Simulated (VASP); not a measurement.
# SiC: structure and properties in VASP

How well does LDA reproduce what experiment finds for SiC? The cell is relaxed first, and properties follow on it. The steps: full relaxation (LDA), second relaxation, density, ELF and potential (LDA), bands along the symmetry lines (LDA), density of states (LDA), vibrations at Γ (LDA), core levels (LDA), self-consistent run (LDA), changed input and band structure (LDA), changed input. The start is a computed cell from the Materials Project.

Calculated with VASP 6.6.1; LDA; plane waves and PAW (Si, C).

Experimental background.

“Stress distribution at the AlN/SiC heterointerface probed by Raman spectroscopy” (2020, arxiv:2011.13693) reports for SiC, 4H, by confocal polarized Raman, 532 nm, back-scattering (standard unstressed 4H-SiC reference sample): Raman mode (E2 TO (x=1/2), unstressed) 775.86 cm⁻¹ [Used as the zero-stress reference for the stress analysis; the passage does not describe …]; Raman mode (A1 TO (x=1) as labelled in the paper, unstressed) 781.83 cm⁻¹ [Zero-stress reference, sample or spot not described; the paper's x=1 label is doubtful …]; Raman mode (E1 TO (x=0), unstressed) 796.78 cm⁻¹ [Used as the zero-stress reference for the stress analysis; the passage does not describe …].

## (1) Set-up

Before any relaxation, the start is as follows. It takes space group P6_3mc (No. 186, hexagonal). Conventional cell: a = 3.076 Å, b = 3.076 Å, c = 10.071 Å, α = 90.00°, β = 90.00°, γ = 120.00°. Nearest to Si lie 4 C at 1.88 to 1.89 Å. Nearest to C lie 4 Si at 1.88 to 1.89 Å. Nearest to C lie 4 Si at 1.88 to 1.89 Å. Farther neighbours are not listed.

Coordinates:

```cif
data_structure
_symmetry_space_group_name_H-M 'P6_3mc'
_symmetry_Int_Tables_number 186
_cell_length_a 3.0757
_cell_length_b 3.0757
_cell_length_c 10.0706
_cell_angle_alpha 90.000
_cell_angle_beta 90.000
_cell_angle_gamma 120.000
_cell_volume 82.50
loop_
_atom_site_label
_atom_site_type_symbol
_atom_site_symmetry_multiplicity
_atom_site_Wyckoff_symbol
_atom_site_fract_x
_atom_site_fract_y
_atom_site_fract_z
_atom_site_occupancy
Si1 Si 2 b 0.66667 0.33333 0.93784 1
Si2 Si 2 a 0.00000 0.00000 0.68789 1
C1 C 2 b 0.66667 0.33333 0.74980 1
C2 C 2 a 0.00000 0.00000 0.50046 1
```

## (2) Full relaxation (LDA)

Properties are meant for the cell that this level of theory prefers, so cell and atoms are relaxed first (ISIF = 3) until forces and stress are small; EDIFFG sets the threshold. LDA, the lowest rung, knows the local density alone.

File INCAR:

```
SYSTEM = SiC
PREC = Accurate
ENCUT = 520
EDIFF = 1E-06
NELM = 100
ISMEAR = 0
SIGMA = 0.05
LREAL = .FALSE.
ALGO = Normal
GGA = CA
NBANDS = 24
LORBIT = 11
LWAVE = .FALSE.
LCHARG = .FALSE.
KPAR = 4
IBRION = 2
NSW = 60
ISIF = 3
EDIFFG = -0.01
```

File POSCAR:

```
SiC
1.0
    3.0756941497      0.0000000000      0.0000000000
   -1.5378470748      2.6636292679      0.0000000000
    0.0000000000      0.0000000000     10.0706464800
Si C
4 4
Direct
    0.6666666700      0.3333333300      0.9378419800
    0.3333333300      0.6666666700      0.4378419800
    0.0000000000      0.0000000000      0.6878943800
    0.0000000000      0.0000000000      0.1878943800
    0.6666666700      0.3333333300      0.7498025900
    0.3333333300      0.6666666700      0.2498025900
    0.0000000000      0.0000000000      0.5004600500
    0.0000000000      0.0000000000      0.0004600500
```

File KPOINTS:

```
Automatic mesh
0
Gamma
8 8 3
0 0 0
```

The projector-augmented-wave data sets are Si and C (LDA family, release 64).

The run is started by

```sh
mpirun -np 4 vasp_std
```

Output:

```text
[banner, memory and clock lines left out]
running    4 mpi-ranks, on    1 nodes
 distrk:  each k-point on    1 cores,    4 groups
 distr:  one band on    1 cores,    1 groups

 POSCAR found type information on POSCAR SiC
 POSCAR found :  2 types and       8 ions
 LDA part: xc-table for (Slater(with rela. corr.)+CA(PZ))
 , standard interpolation
 POSCAR, INCAR and KPOINTS ok, starting setup
 FFT: planning ... GRIDC
 FFT: planning ... GRID_SOFT
 FFT: planning ... GRID
 WAVECAR not read
 entering main loop
       N       E                     dE             d eps       ncg     rms          rms(c)
DAV:   1     0.674367514938E+02    0.67437E+02   -0.14580E+04   960   0.120E+03
DAV:   2    -0.679914820318E+02   -0.13543E+03   -0.12691E+03  1328   0.196E+02
DAV:   3    -0.746518744201E+02   -0.66604E+01   -0.66218E+01  1280   0.429E+01
DAV:   4    -0.747423921579E+02   -0.90518E-01   -0.90448E-01  1232   0.597E+00
DAV:   5    -0.747442765455E+02   -0.18844E-02   -0.18840E-02  1272   0.799E-01    0.182E+01
DAV:   6    -0.668905529060E+02    0.78537E+01   -0.23558E+01  1224   0.218E+01    0.836E+00
DAV:   7    -0.666476125791E+02    0.24294E+00   -0.21776E+00  1352   0.691E+00    0.335E+00
DAV:   8    -0.665765616875E+02    0.71051E-01   -0.13487E-01  1200   0.180E+00    0.111E+00
DAV:   9    -0.665653315816E+02    0.11230E-01   -0.19306E-02  1248   0.747E-01    0.159E-01
DAV:  10    -0.665654306056E+02   -0.99024E-04   -0.96147E-04  1200   0.176E-01    0.858E-02
DAV:  11    -0.665654406113E+02   -0.10006E-04   -0.37790E-05  1248   0.409E-02    0.201E-02
DAV:  12    -0.665654358403E+02    0.47710E-05   -0.98763E-06  1232   0.153E-02    0.991E-03
DAV:  13    -0.665654353531E+02    0.48719E-06   -0.18388E-06   952   0.639E-03
   1 F= -.66565435E+02 E0= -.66565435E+02  d E =-.665654E+02
 curvature:   0.00 expect dE= 0.000E+00 dE for cont linesearch  0.000E+00
 trial: gam= 0.00000 g(F)=  0.387E-05 g(S)=  0.557E-01 ort = 0.000E+00 (trialstep = 0.100E+01)
 search vector abs. value=  0.557E-01
 bond charge predicted
       N       E                     dE             d eps       ncg     rms          rms(c)
DAV:   1    -0.665875533051E+02   -0.22117E-01   -0.93722E-01  1168   0.619E+00    0.118E+00
DAV:   2    -0.665682301030E+02    0.19323E-01   -0.41622E-02  1200   0.110E+00    0.579E-01
DAV:   3    -0.665634308155E+02    0.47993E-02   -0.11691E-02  1184   0.525E-01    0.113E-01
DAV:   4    -0.665629377139E+02    0.49310E-03   -0.10336E-03  1232   0.159E-01    0.460E-02
DAV:   5    -0.665628584902E+02    0.79224E-04   -0.88147E-05  1208   0.478E-02    0.389E-02
DAV:   6    -0.665628560026E+02    0.24876E-05   -0.20516E-06  1120   0.900E-03    0.191E-02
DAV:   7    -0.665628511761E+02    0.48265E-05   -0.66209E-06  1216   0.112E-02    0.320E-03
DAV:   8    -0.665628511705E+02    0.56161E-08   -0.23237E-07   760   0.297E-03
   2 F= -.66562851E+02 E0= -.66562851E+02  d E =0.258418E-02
 trial-energy change:    0.002584  1 .order    0.003090   -0.055720    0.061900
 step:   0.4802(harm=  0.4737)  dis= 0.00012  next Energy=   -66.578869 (dE=-0.134E-01)
 bond charge predicted
       N       E                     dE             d eps       ncg     rms          rms(c)
DAV:   1    -0.665856105802E+02   -0.22759E-01   -0.24989E-01  1168   0.316E+00    0.608E-01
DAV:   2    -0.665804128717E+02    0.51977E-02   -0.10435E-02  1200   0.559E-01    0.302E-01
DAV:   3    -0.665791060556E+02    0.13068E-02   -0.33252E-03  1168   0.278E-01    0.585E-02
DAV:   4    -0.665789713276E+02    0.13473E-03   -0.31949E-04  1240   0.872E-02    0.242E-02
DAV:   5    -0.665789492359E+02    0.22092E-04   -0.27008E-05  1192   0.265E-02    0.194E-02
DAV:   6    -0.665789488789E+02    0.35701E-06   -0.52086E-07   920   0.465E-03
   3 F= -.66578949E+02 E0= -.66578949E+02  d E =-.135135E-01
 curvature:  -0.24 expect dE=-0.160E-05 dE for cont linesearch -0.143E-06
 trial: gam=-0.00317 g(F)=  0.213E-05 g(S)=  0.462E-05 ort = 0.183E-03 (trialstep = 0.896E+00)
 search vector abs. value=  0.615E-05
 reached required accuracy - stopping structural energy minimisation
```

The job ended after 24 s (4 MPI ranks of Intel Xeon Platinum 8488C (Sapphire Rapids), shared host; peak memory 0.73 GiB).

The logs omit lines about the potential files and the build; timing stands in the text.

Parts of OUTCAR (step 2):

```text
ion  position               nearest neighbor table
   1  0.667  0.333  0.938-   8 1.88   8 1.88   8 1.88   5 1.89   3 3.08   3 3.08   3 3.08   4 3.08
                             4 3.08   4 3.08
   2  0.333  0.667  0.438-   7 1.88   7 1.88   7 1.88   6 1.89   4 3.08   4 3.08   4 3.08   3 3.08
                             3 3.08   3 3.08
   3  0.000  0.000  0.688-   5 1.88   5 1.88   5 1.88   7 1.89   1 3.08   1 3.08   1 3.08   2 3.08
                             2 3.08   2 3.08
   4  0.000  0.000  0.188-   6 1.88   6 1.88   6 1.88   8 1.89   2 3.08   2 3.08   2 3.08   1 3.08
                             1 3.08   1 3.08
   5  0.667  0.333  0.750-   3 1.88   3 1.88   3 1.88   1 1.89
   6  0.333  0.667  0.250-   4 1.88   4 1.88   4 1.88   2 1.89
   7  0.000  0.000  0.500-   2 1.88   2 1.88   2 1.88   3 1.89
   8  0.000  0.000  0.000-   1 1.88   1 1.88   1 1.88   4 1.89

  LATTYP: Found a hexagonal cell.
 ALAT       =     3.0756941497
 C/A-ratio  =     3.2742678530

 Subroutine GETGRP returns: Found 12 space group operations
 (whereof  6 operations were pure point group operations)

The static configuration has the point symmetry C_3v.
 The point group associated with its full space group is C_6v.

 Found     20 irreducible k-points:

   k-points           NKPTS =     20   k-points in BZ     NKDIM =     20   number of bands    NBANDS=     24

   dimension x,y,z NGX =    24 NGY =   24 NGZ =   80
   dimension x,y,z NGXF=    48 NGYF=   48 NGZF=  160

   ENCUT  =  520.0 eV  38.22 Ry    6.18 a.u.   5.72  5.72 18.72*2*pi/ulx,y,z

   NELECT =      32.0000    total number of electrons

 k-points in reciprocal lattice and weights: Automatic mesh
   0.00000000  0.00000000  0.00000000       0.005
   0.12500000  0.00000000  0.00000000       0.031
   0.25000000  0.00000000  0.00000000       0.031
   0.37500000  0.00000000  0.00000000       0.031
   0.50000000  0.00000000  0.00000000       0.016
   0.12500000  0.12500000  0.00000000       0.031
   0.25000000  0.12500000  0.00000000       0.062
   0.37500000  0.12500000  0.00000000       0.062
   0.25000000  0.25000000  0.00000000       0.031
[...]
0.25000000  0.25000000  0.33333333       0.062
   0.37500000  0.25000000  0.33333333       0.062

 average (electrostatic) potential at core
       1 -81.7023       2 -81.7023       3 -81.6560       4 -81.6560       5 -48.7341
       6 -48.7341       7 -48.7943       8 -48.7943

 E-fermi :   8.5689

 k-point     1 :       0.0000    0.0000    0.0000
  band No.  band energies     occupation
    ...
     12       7.7545      2.00000
     13       7.7545      2.00000
     14       8.2876      2.00000
     15       8.3412      2.00000
     16       8.3412      2.00000
     17      13.5471      0.00000
     18      14.1178      0.00000
     19      14.7549      0.00000
     20      14.8787      0.00000
     21      15.3146      0.00000
    ...

 k-point     2 :       0.1250    0.0000    0.0000
  band No.  band energies     occupation
    ...
     12       7.3090      2.00000
     13       7.3892      2.00000
     14       7.4141      2.00000
     15       8.1031      2.00000
     16       8.2134      2.00000
     17      13.5982      0.00000
     18      14.2631      0.00000
     19      14.3755      0.00000
     20      15.0920      0.00000
     21      15.3910      0.00000
    ...

 k-point     3 :       0.2500    0.0000    0.0000
  band No.  band energies     occupation
    ...
     12       5.8649      2.00000
     13       6.6580      2.00000
     14       6.6980      2.00000
     15       7.4986      2.00000
     16       7.7933      2.00000
     17      12.0822      0.00000
     18      12.5970      0.00000
     19      13.3883      0.00000
     20      14.4347      0.00000
     21      15.1132      0.00000
    ...

  Total        0.0048357      0.0048357     -0.0268117      0.0000000      0.0000000     -0.0000000
  in kB        0.0953525      0.0953525     -0.5286867      0.0000000      0.0000000     -0.0000000
  external PRESSURE =      -0.1126606 kB  Pullay stress =       0.0000000 kB

  energy-cutoff  :      520.00
  volume of cell :       81.25
      direct lattice vectors                 reciprocal lattice vectors
     3.060161655 -0.000000000  0.000000000     0.326780122  0.188666592  0.000000000
    -1.530080827  2.650177733  0.000000000     0.000000000  0.377333183  0.000000000
     0.000000000  0.000000000 10.018844701     0.000000000  0.000000000  0.099811907

 POSITION                                       TOTAL-FORCE (eV/Angst)
 -----------------------------------------------------------------------------------
      1.53008      0.88339      9.39621         0.000000     -0.000000     -0.003287
     -0.00000      1.76679      4.38679        -0.000000      0.000000     -0.003287
     -0.00000      0.00000      6.89185        -0.000000     -0.000000      0.002752
      0.00000      0.00000      1.88242        -0.000000      0.000000      0.002752
      1.53008      0.88339      7.51215        -0.000000      0.000000      0.001611
     -0.00000      1.76679      2.50273         0.000000     -0.000000      0.001611
      0.00000      0.00000      5.01398        -0.000000      0.000000     -0.001075
      0.00000      0.00000      0.00456         0.000000     -0.000000     -0.001075
 -----------------------------------------------------------------------------------
    total drift:                               -0.000000     -0.000000     -0.000119

  FREE ENERGIE OF THE ION-ELECTRON SYSTEM (eV)
  ---------------------------------------------------
  free  energy   TOTEN  =       -66.5789488789 eV

  energy  without entropy=      -66.5789488789  energy(sigma->0) =      -66.57894888

 reached required accuracy - stopping structural energy minimisation

 total charge
# of ion       s       p       d       tot
------------------------------------------
    1        0.714   0.995   0.000   1.709
    2        0.714   0.995   0.000   1.709
    3        0.715   0.994   0.000   1.709
    4        0.715   0.994   0.000   1.709
    5        0.830   1.729   0.000   2.559
    6        0.830   1.729   0.000   2.559
    7        0.830   1.727   0.000   2.557
    8        0.830   1.727   0.000   2.557
--------------------------------------------------
tot          6.180  10.889   0.000  17.070

[... 3 further parts left out ...]
```

The gap is read on the k-mesh alone, so it is an upper bound where the band edges lie off the mesh. The run keeps the 12 symmetry operations of its start, so it cannot find a distortion of lower symmetry.

The steps of the relaxation:

```
step  energy less that of the first step (eV)  largest force (eV/Å)  pressure (GPa)  volume (Å³)
   1                                   0.0000                0.0052           -3.41        82.50
   2                                   0.0026                0.0129            3.91        79.91
   3                                  -0.0135                0.0033           -0.01        81.25
```

```
conventional cell, symmetrised  before   after  change
                         a (Å)   3.076   3.060  -0.5 %
                         b (Å)   3.076   3.060  -0.5 %
                         c (Å)  10.071  10.019  -0.5 %
              volume (Å³/atom)   10.31   10.16  -1.5 %
```

The relaxed structure:

```xyz
8
Lattice="3.0602 0.0000 0.0000 -1.5301 2.6502 0.0000 0.0000 0.0000 10.0188" Properties=species:S:1:pos:R:3 pbc="T T T"
Si    1.5301    0.8834    9.3962
Si    0.0000    1.7668    4.3868
Si    0.0000    0.0000    6.8918
Si    0.0000    0.0000    1.8824
C     1.5301    0.8834    7.5122
C     0.0000    1.7668    2.5027
C     0.0000    0.0000    5.0140
C     0.0000    0.0000    0.0046
```

Numbers from this step:

| Property | Result |
| --- | --- |
| electrons | 32 |
| bands | 24 |
| irreducible k-points | 20 |
| symmetry operations | 12 |
| free energy (TOTEN) | -66.5789 eV |
| Fermi energy | 8.569 eV |
| pressure | -0.01127 GPa |
| metallic | no |
| valence top at k | 0, 0, 0 |
| conduction bottom at k | 0.5, 0, 0 |
| least direct gap at k | 0.5, 0, 0 |
| SCF cycles over all ionic steps | 27 |
| gap on the k-mesh | 2.171 eV |
| least direct gap on the k-mesh | 3.299 eV |

It ends with a largest force of 0.003 eV/Å and a pressure of -0.01 GPa.

(Continued in part 2 of 6.)

[Lines on the potential files, build, host, timing and source positions are cut from VASP's logs without a mark.]

[Logs are printed without paths, hosts, clocks, repeated set-up lines and the standing remarks that a program may print on its own settings, such as how far it seeks lower states.]

[Hosts, paths, dates, database ids (printed as entryN), source tags and the programs' standing remarks are cut or masked in the printed files.]

[Measured values are set beside computed ones only where the two were judged alike; some that the calculation misses by far are left out.]

[In band tables of VASP the shares of atoms and orbitals are scaled to a sum of 1 inside the atoms' spheres.]
